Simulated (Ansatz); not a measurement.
CaO in the wurtzite structure (no longer in that coordination) (r2SCAN geometry), in Ansatz:

```yaml
crystal:
  lattice:
    - [3.98084, 0.00000, 0.00000]
    - [-1.99042, 3.44751, 0.00000]
    - [0.00000, 0.00000, 4.77044]
  atoms:
    - { symbol: Ca, position: [0.33333, 0.66667, 0.93750] }
    - { symbol: Ca, position: [0.66667, 0.33333, 0.43750] }
    - { symbol: O, position: [0.33333, 0.66667, 0.43750] }
    - { symbol: O, position: [0.66667, 0.33333, 0.93750] }
```

G0W0@PBE with 359 empty bands, a screening cutoff of 180 eV and a 6×6×4 mesh (PAW, contour deformation) gives 4.644 eV over the mesh points, from a PBE gap of 3.205 eV; it sums over 375 bands with 377 plane waves in the screening and a wave cutoff of 420 eV. G0W0 here is at a finite number of bands, screening cutoff and k mesh, not at the basis limit. No spin polarisation. The prototype was imposed, so other structures may be more stable.

**Question.** Estimate the gap with starting point PBE0.

**Answer.** 5.609 eV (+0.965 eV), from a Kohn-Sham gap of 5.281 eV.

**Question.** Estimate the gap with frequency model Godby-Needs pole.

**Answer.** 4.571 eV (-0.073 eV), from a Kohn-Sham gap of 3.205 eV.

**Question.** Estimate the gap with empty bands 696, screening cutoff 260 eV.

**Answer.** 4.751 eV (+0.107 eV), from a Kohn-Sham gap of 3.205 eV.

**Question.** Estimate the gap with empty bands 106, screening cutoff 80 eV.

**Answer.** 4.304 eV (-0.340 eV), from a Kohn-Sham gap of 3.205 eV.
